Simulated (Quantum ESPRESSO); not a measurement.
The system is GaN.

```
Ga N
1.0
     0.00000    2.25350    2.25350
     2.25350    0.00000    2.25350
     2.25350    2.25350    0.00000
Ga N
1 1
Direct
  0.00000 0.00000 0.00000
  0.25000 0.25000 0.25000
```

The cell is a database's computed one.

Base run:

```yaml
Program: Quantum ESPRESSO 7.5
Functional: PBE
Potentials_or_basis: SSSP 1.3 efficiency PBE
Cutoff: 952 eV
Density_cutoff: 7619 eV
k_mesh: 10 × 10 × 10
Occupations: fermi-dirac, width 0.05 eV
Spin: no spin polarisation
```

Its results: band gap on the k mesh 1.75 eV, direct; pressure 4.5 GPa.

Task: The run is repeated on the same cell with these changes: potentials or basis from SSSP 1.3 efficiency PBE to Ansatz NC SR PBE; cutoff from 952 eV to 1238 eV; density cutoff from 7619 eV to 4952 eV. What comes out?

Result: Band gap on the k mesh 1.74 eV, direct; pressure 5.3 GPa.

Not every run made on this cell is shown here.
